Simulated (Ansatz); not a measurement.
Straining Au

All numbers below come from DFT PBEsol, scalar-relativistic, plane waves, PAW in Ansatz 0.2.0. Run with 420 eV cutoff, 18×18×14 k-mesh, Gaussian smearing of 0.10 eV, no spin polarisation.

The relaxed crystal:

```
Au
1.0
     2.04188    2.04188    0.00000
    -2.04188    2.04188    0.00000
     0.00000    0.00000    4.08376
Au
2
Direct
  0.00000 0.00000 0.00000
  0.50000 0.50000 0.50000
```

Deformation: all cell vectors scaled alike, the atoms relaxed, all within the symmetry that the strain leaves. Energies are extrapolated to zero smearing. On this cell's mesh the reference holds a stress of up to 0.41 GPa.

Spin–orbit coupling is left out, which can shift energies with elements as heavy as these.

Give the structure at -3.0 %.

```
Au
1.0
     1.98062    1.98062    0.00000
    -1.98062    1.98062    0.00000
     0.00000    0.00000    3.96125
Au
2
Cartesian
  0.0000 0.0000 0.0000
  0.0000 1.9806 1.9806
```
Space group Fm-3m (225), 85.5 meV/atom over the relaxed crystal.